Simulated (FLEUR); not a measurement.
# Sb (I4/mmm) in FLEUR: a series of runs, part 2 of 2

FLEUR MaX-R8.1 (later development tree).

## (4) Equation of state, LDA, 25.88 Å³/atom (volume scaled by 0.96)

File inp.xml:

```xml
<?xml version="1.0" encoding="UTF-8" standalone="no"?>
<fleurInput fleurInputVersion="0.39">
   <comment>
      Sb                                                                                                  
   </comment>
   <calculationSetup>
      <cutoffs Kmax="4.1" Gmax="12.7" GmaxXC="12.7" numbands="0"/>
      <scfLoop itmax="60" minDistance="0.00001" maxIterBroyd="15" imix="Anderson" alpha="0.05" precondParam="0.0" spinf="2.0" sdNocoIR="T"/>
      <coreElectrons ctail="T" frcor="F" kcrel="0" coretail_lmax="0"/>
      <xcFunctional name="vwn" relativisticCorrections="F"/>
      <magnetism jspins="1"/>
      <soc l_soc="F" theta="0.0" phi="0.0" spav="F"/>
      <expertModes spex="0" secvar="F"/>
      <geometryOptimization l_f="F" forcealpha="1.0" forcemix="BFGS" epsdisp="0.00001" epsforce="0.00001"/>
      <ldaU l_linMix="F" mixParam="0.05" spinf="1.0"/>
   </calculationSetup>
   <cell>
      <bzIntegration valenceElectrons="21.0" mode="hist" fermiSmearingEnergy="0.00183747">
         <kPointListSelection listName="default-1"/>
         <!-- k-points included here -->
         <xi:include xmlns:xi="http://www.w3.org/2001/XInclude" href="kpts.xml"> </xi:include>
      </bzIntegration>
      <!-- symmetry operations included here -->
      <xi:include xmlns:xi="http://www.w3.org/2001/XInclude" href="sym.xml"> </xi:include>
      <bulkLattice scale="0.9864848297">
         <bravaisMatrix>
            <row-1>   -2.9792291704857377     2.9792291704857377     5.1248209019343527</row-1>
            <row-2>    2.9792291704857377    -2.9792291704857377     5.1248209019343527</row-2>
            <row-3>    2.9792291704857377     2.9792291704857377    -5.1248209019343527</row-3>
         </bravaisMatrix>
      </bulkLattice>
   </cell>
   <atomSpecies>
      <species name="Antimony (Sb)" element="Sb" atomicNumber="51">
         <mtSphere radius="2.66" gridPoints="879" logIncrement="0.015"/>
         <atomicCutoffs lmax="10" lnonsphr="10"/>
         <electronConfig flipSpins="F">
            <coreConfig>(1s1/2) (2s1/2) (2p1/2) (2p3/2) (3s1/2) (3p1/2) (3p3/2) (4s1/2) (3d3/2) (3d5/2)</coreConfig>
            <valenceConfig>(4p1/2) (4p3/2) (5s1/2) (4d3/2) (4d5/2) (5p1/2) (5p3/2)</valenceConfig>
            <stateOccupation state="(5p1/2)" spinUp="0.500000" spinDown="0.500000"/>
            <stateOccupation state="(5p3/2)" spinUp="1.000000" spinDown="1.000000"/>
         </electronConfig>
         <energyParameters s="5" p="5" d="5" f="4"/>
         <lo type="SCLO" l="1" n="4" eDeriv="0"/>
         <lo type="SCLO" l="1" n="4" eDeriv="1"/>
         <lo type="SCLO" l="2" n="4" eDeriv="0"/>
         <lo type="SCLO" l="2" n="4" eDeriv="1"/>
         <lo type="SCLO" l="0" n="5" eDeriv="2"/>
         <lo type="SCLO" l="3" n="4" eDeriv="2"/>
      </species>
   </atomSpecies>
   <atomGroups>
      <atomGroup species="Antimony (Sb)">
         <relPos label="                   1">.0000000000 .0000000000 .0000000000</relPos>
         <force calculate="T" relaxXYZ="TTT"/>
      </atomGroup>
   </atomGroups>
   <output dos="F" band="F" slice="F">
      <checks vchk="F" cdinf="F"/>
      <bandDOS minEnergy="-.5*Htr" maxEnergy="0.5*Htr" sigma="0.015" storeEVData="T"/>
      <vacuumDOS vacdos="F" integ="F" star="F" nstars="0" locx1="0.0" locy1="0.0" locx2="0.0" locy2="0.0" nstm="0" tworkf="0.0"/>
      <unfoldingBand unfoldBand="F" supercellX="1" supercellY="1" supercellZ="1"/>
      <plotting iplot="0" polar="F">
         <plot TwoD="T" vec1="  1.0  0.0  0.0" vec2="  0.0  1.0  0.0" vec3="  0.0  0.0  1.0" zero="  0.0  0.0  0.0" file="plot"/>
      </plotting>
      <chargeDensitySlicing numkpt="0" minEigenval="0.0" maxEigenval="0.0" nnne="0" pallst="F"/>
      <specialOutput eonly="F"/>
      <moessbauerParams electricFieldGradient="T" isomerShift="T" coreHyperfine="T" valenceHyperfine="T"/>
      <magneticCircularDichroism mcd="F" energyLo="-10.0" energyUp="0.0"/>
   </output>
  <!-- We include the file relax.xml here to enable relaxations (see documentation) -->
  <xi:include xmlns:xi="http://www.w3.org/2001/XInclude" href="relax.xml"> <xi:fallback/> </xi:include>
</fleurInput>
```

Command:

```sh
> inpgen -f crystal.txt -profile fastHighL
> # inp.xml edited to the form shown
> fleur_MPI
```

Run time: 38 s. Hardware: 1 thread of Arm Neoverse V2, shared host; peak memory 0.09 GiB.

The run converged. Its results:

```
Free energy                                           : -176278.9542 eV
Band gap on the k mesh                                : none (metal or under the smearing width)
Valence electrons inside the program's atomic spheres : Sb 19.10 (radii Sb 2.66 bohr)
```

## (5) Equation of state, LDA, 26.96 Å³/atom

inp.xml, as its differences from that of step 4:

```diff
@@ -24,3 +24,3 @@
       <xi:include xmlns:xi="http://www.w3.org/2001/XInclude" href="sym.xml"> </xi:include>
-      <bulkLattice scale="0.9864848297">
+      <bulkLattice scale="1.0000000000">
          <bravaisMatrix>
```

Command:

```sh
> inpgen -f crystal.txt -profile fastHighL
> # inp.xml edited to the form shown
> fleur_MPI
```

It took 39 s on 1 thread of Arm Neoverse V2, shared host; peak memory 0.09 GiB.

Results (log left out):

* Free energy: -176278.9463 eV
* Band gap on the k mesh: none (metal or under the smearing width)
* Valence electrons inside the program's atomic spheres: Sb 19.06 (radii Sb 2.66 bohr)

## (6) Equation of state, LDA, 28.04 Å³/atom (volume scaled by 1.04)

inp.xml, as its differences from that of step 5:

```diff
@@ -24,3 +24,3 @@
       <xi:include xmlns:xi="http://www.w3.org/2001/XInclude" href="sym.xml"> </xi:include>
-      <bulkLattice scale="1.0000000000">
+      <bulkLattice scale="1.0131594038">
          <bravaisMatrix>
```

Potentials or basis: all-electron, FLAPW.

Command:

```sh
> inpgen -f crystal.txt -profile fastHighL
> # inp.xml edited to the form shown
> fleur_MPI
```

It took 41 s on 1 thread of Arm Neoverse V2, shared host; peak memory 0.09 GiB.

Results (log left out):

| Item | Value |
| --- | --- |
| Free energy | -176278.9224 eV |
| Band gap on the k mesh | none (metal or under the smearing width) |
| Valence electrons inside the program's atomic spheres | Sb 19.03 (radii Sb 2.66 bohr) |

## (7) Equation of state, LDA, 28.58 Å³/atom (volume scaled by 1.06)

inp.xml, as its differences from that of step 6:

```diff
@@ -24,3 +24,3 @@
       <xi:include xmlns:xi="http://www.w3.org/2001/XInclude" href="sym.xml"> </xi:include>
-      <bulkLattice scale="1.0131594038">
+      <bulkLattice scale="1.0196128224">
          <bravaisMatrix>
```

Command:

```sh
> inpgen -f crystal.txt -profile fastHighL
> # inp.xml edited to the form shown
> fleur_MPI
```

Wall time 42 s (1 thread of Arm Neoverse V2, shared host); peak memory 0.09 GiB.

The run converged. Its results:

| Quantity | Value |
| --- | --- |
| Free energy | -176278.9055 eV |
| Band gap on the k mesh | none (metal or under the smearing width) |
| Valence electrons inside the program's atomic spheres | Sb 19.01 (radii Sb 2.66 bohr) |

## (8) Equation of state, LDA

No new run: the results of the series are fitted here.

Results:

* Equilibrium volume: 25.96 Å³/atom
* Bulk modulus at fixed shape and positions: 71 GPa
* Pressure derivative of the bulk modulus: 4.6 (rough: it moves with the points fitted)

Energy against volume, from the lowest point:
| volume (Å³/atom) | energy (meV/atom) |
| --- | --- |
| 25.344 | 3.35 |
| 25.883 | 0.00 |
| 26.962 | 7.88 |
| 28.040 | 31.80 |
| 28.580 | 48.70 |

Caveat: the cell was scaled at fixed shape and fractional positions, which overstates the stiffness of a crystal with free parameters, most of all of layers and chains. Spin-orbit coupling is left out, which matters for the levels of Sb.
